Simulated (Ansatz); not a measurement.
Runs of Ansatz 0.2.0 on TiCo. The structure is cubic, space group Pm-3m (No. 221). Conventional cell: a = 2.986 Å, b = 2.986 Å, c = 2.986 Å, α = 90.00°, β = 90.00°, γ = 90.00°. Co (site symmetry m-3m) is surrounded by 8 Ti at 2.59 Å. Ti (site symmetry m-3m) has 8 Co at 2.59 Å as nearest neighbours. The cell comes from a database or a generator and needn't be the stable form of this composition.

```csv
task,level,cell,smearing,points for each segment of the path,gap on the mesh (eV),pressure (GPa),moment (μB)
single point,PBE,as given,gaussian 0.026 eV,-,none,-0.5,0.84
band structure,BLYP,as given,fermi-dirac 0.05 eV,14,none,(a),0.78
single point,PBE,as given,gaussian 0.013 eV,-,none,-0.5,0.84
single point,PBE,as given,gaussian 0.025 eV,-,none,-0.5,0.84
single point,PBE,as given,gaussian 0.012 eV,-,none,-0.5,0.84
single point,PBE,as given,gaussian 0.019 eV,-,none,-0.5,0.84
relaxation of cell and atoms,revPBE,relaxed,fermi-dirac 0.05 eV,-,-,0.0,0.85
single point,PBE,as given,gaussian 0.017 eV,-,none,-0.5,0.84
```

Alike in all rows: potentials or basis Ansatz PAW; spin collinear, ferromagnetic start; k mesh 9 × 9 × 9; cutoff (eV) 420.

Q: Fill in the values left out.

A: (a) 4.6.

Caveats: the PAW data sets come from PBE, with cores solved anew for the run's functional, which leaves a small shift of forces and pressure (some runs); the plane-wave basis is chosen anew once the cell has moved, so the energies of steps on either side of that aren't comparable (some runs).

A gap of «none» marks a metal or a gap under the smearing width.
